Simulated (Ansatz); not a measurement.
# Te2Mo: the cost of one run

Program: Ansatz 0.2.0. Level of theory: DFT PBE, scalar-relativistic, plane waves, PAW. These are calculated values, not measurements.

**1. The starting structure**

Symmetry: Pm, No. 6, monoclinic system. The conventional cell has a = 6.346 Å, b = 3.494 Å, c = 14.866 Å, α = 90.00°, β = 92.12°, γ = 90.00°. Te (site symmetry m) has 3 Mo at 2.82 to 2.84 Å as nearest neighbours. Around Te (site symmetry m) lie 3 Mo at 2.70 to 2.71 Å. Only part of the 12 independent sites is listed.

As a file:

```
Te Mo
1.0
    -6.34645    3.49422    0.00000
    -6.34645   -6.98843    0.00000
    -0.54902    0.00000   14.85616
Te Mo
24 12
Direct
  0.72044 0.86022 0.90115
  0.05377 0.52688 0.90115
  0.38710 0.19355 0.90115
  0.44594 0.97297 0.09855
  0.77927 0.63964 0.09855
  0.11260 0.30630 0.09855
  0.22703 0.86352 0.86175
  0.56036 0.53018 0.86175
  0.89370 0.19685 0.86175
  0.93930 0.96965 0.13792
  0.27264 0.63632 0.13792
  0.60597 0.30298 0.13792
  0.87831 0.68915 0.63827
  0.21164 0.35582 0.63827
  0.54497 0.02249 0.63827
  0.62186 0.81093 0.36206
  0.95520 0.47760 0.36206
  0.28853 0.14426 0.36206
  0.37583 0.68791 0.59892
  0.70916 0.35458 0.59892
  0.04249 0.02125 0.59892
  0.12461 0.81230 0.40139
  0.45794 0.47897 0.40139
  0.79128 0.14564 0.40139
  0.45400 0.72700 0.99309
  0.78733 0.39367 0.99309
  0.12066 0.06033 0.99309
  0.04567 0.77284 0.00653
  0.37901 0.43950 0.00653
  0.71234 0.10617 0.00653
  0.38014 0.94007 0.49352
  0.71348 0.60674 0.49352
  0.04681 0.27341 0.49352
  0.78688 0.89344 0.50683
  0.12021 0.56011 0.50683
  0.45354 0.22677 0.50683
```

The runs take a perfect supercell of 36 atoms; the defect goes to fractional position (0.720, 0.860, 0.901).

**2. The perfect supercell**

input.yaml reads:

```yaml
crystal:
  lattice:
    - [-6.34645, 3.494216, 0.0]
    - [-6.346449, -6.988432, 0.0]
    - [-0.549025, 0.0, 14.856159]
  atoms:
    - { symbol: Te, position: [0.720436, 0.860218, 0.901154] }
    - { symbol: Te, position: [0.053768, 0.526884, 0.901154] }
    - { symbol: Te, position: [0.387102, 0.193551, 0.901154] }
    - { symbol: Te, position: [0.445938, 0.972969, 0.09855] }
    - { symbol: Te, position: [0.779272, 0.639636, 0.09855] }
    - { symbol: Te, position: [0.112604, 0.306302, 0.09855] }
    - { symbol: Te, position: [0.22703, 0.863515, 0.861752] }
    - { symbol: Te, position: [0.560364, 0.530182, 0.861752] }
    - { symbol: Te, position: [0.893698, 0.196849, 0.861752] }
    - { symbol: Te, position: [0.939302, 0.969651, 0.137923] }
    - { symbol: Te, position: [0.272636, 0.636318, 0.137923] }
    - { symbol: Te, position: [0.605968, 0.302984, 0.137923] }
    - { symbol: Te, position: [0.878306, 0.689153, 0.638274] }
    - { symbol: Te, position: [0.21164, 0.35582, 0.638274] }
    - { symbol: Te, position: [0.544974, 0.022487, 0.638274] }
    - { symbol: Te, position: [0.621864, 0.810932, 0.362063] }
    - { symbol: Te, position: [0.955196, 0.477598, 0.362063] }
    - { symbol: Te, position: [0.28853, 0.144265, 0.362063] }
    - { symbol: Te, position: [0.375826, 0.687913, 0.598924] }
    - { symbol: Te, position: [0.70916, 0.35458, 0.598924] }
    - { symbol: Te, position: [0.042492, 0.021246, 0.598924] }
    - { symbol: Te, position: [0.124608, 0.812304, 0.401392] }
    - { symbol: Te, position: [0.457942, 0.478971, 0.401392] }
    - { symbol: Te, position: [0.791276, 0.145638, 0.401392] }
    - { symbol: Mo, position: [0.453998, 0.726999, 0.99309] }
    - { symbol: Mo, position: [0.78733, 0.393665, 0.99309] }
    - { symbol: Mo, position: [0.120664, 0.060332, 0.99309] }
    - { symbol: Mo, position: [0.045672, 0.772836, 0.006532] }
    - { symbol: Mo, position: [0.379006, 0.439503, 0.006532] }
    - { symbol: Mo, position: [0.71234, 0.10617, 0.006532] }
    - { symbol: Mo, position: [0.380144, 0.940072, 0.49352] }
    - { symbol: Mo, position: [0.713476, 0.606738, 0.49352] }
    - { symbol: Mo, position: [0.04681, 0.273405, 0.49352] }
    - { symbol: Mo, position: [0.786876, 0.893438, 0.506827] }
    - { symbol: Mo, position: [0.12021, 0.560105, 0.506827] }
    - { symbol: Mo, position: [0.453542, 0.226771, 0.506827] }
basis:
  ecutwfc: 420
  fft_grid_basis: typed
kpoints:
  mp_grid: { grid: [2, 1, 1] }
hamiltonian:
  xc: pbe
  pseudopotentials: { kind: paw }
scf:
  occupations: { method: gaussian, width: 0.05 }
output:
  forces: true
  stress: false
  eigenvalues: true
  bader: false
  write_density: true
  volumetric_format: npy
```

Command:

```console
ansatz run input.yaml --threads 8 --pin off --max-ram 16384MiB --backend cpu --events-out ev --progress --plain --runs-dir out
```

Q: Estimate wall time and peak memory on 8 threads of Arm Neoverse N1, shared host.

About 18 s, with a peak of 3 GiB.
